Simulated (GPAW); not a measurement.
Crystal: Ta.

```
Ta
1.0
     2.87829    0.00000    0.00000
    -1.08580    2.66277    0.00000
    -0.95391   -1.34057    2.34800
Ta
1
Direct
  0.00000 0.00000 0.00000
```

The cell isn't the ideal one: cell sheared at random, sigma 0.03, atoms nudged by 0.01 Å.

```yaml
Program: GPAW 26.7.0
Task: relaxation of cell and atoms
Functional: PBE
Potentials_or_basis: GPAW PAW data sets (gpaw-data 1.2.1)
Cutoff: 600 eV
Basis: pw
k_mesh: 7 × 7 × 7
Occupations: fermi-dirac, width 0.05 eV
Spin: no spin polarisation
```

At the start: pressure 4.4 GPa; volume 18.00 Å³/atom.

Q: Where does the relaxation end?

A: Over 7 steps the energy falls by 24.4 meV/atom and the volume is 18.34 Å³/atom (+1.9 %); space group Im-3m (No. 229, to 0.05 Å).

Step by step:
```tsv
step	energy change (eV)	largest force (eV/Å)	pressure (GPa)	volume (Å³)
1	0.0000	0.0000	4.43	18.00
2	-0.0125	0.0000	-0.25	18.38
3	-0.0198	0.0000	-1.52	18.49
4	-0.0235	0.0000	-1.02	18.44
5	-0.0242	0.0000	-0.30	18.37
6	-0.0244	0.0000	0.16	18.33
7	-0.0244	0.0000	0.11	18.34
```

Final structure:
```cif
data_structure
_symmetry_space_group_name_H-M 'P 1'
_symmetry_Int_Tables_number 1
_cell_length_a 2.8771
_cell_length_b 2.8771
_cell_length_c 2.8772
_cell_angle_alpha 109.442
_cell_angle_beta 109.498
_cell_angle_gamma 109.469
_cell_volume 18.34
loop_
_atom_site_label
_atom_site_type_symbol
_atom_site_fract_x
_atom_site_fract_y
_atom_site_fract_z
_atom_site_occupancy
Ta1 Ta 0.00000 0.00000 0.00000 1
```

Caveat: the k mesh is coarse (spacing up to 0.39 Å⁻¹), so the values aren't converged; later steps reuse the first step's grids.
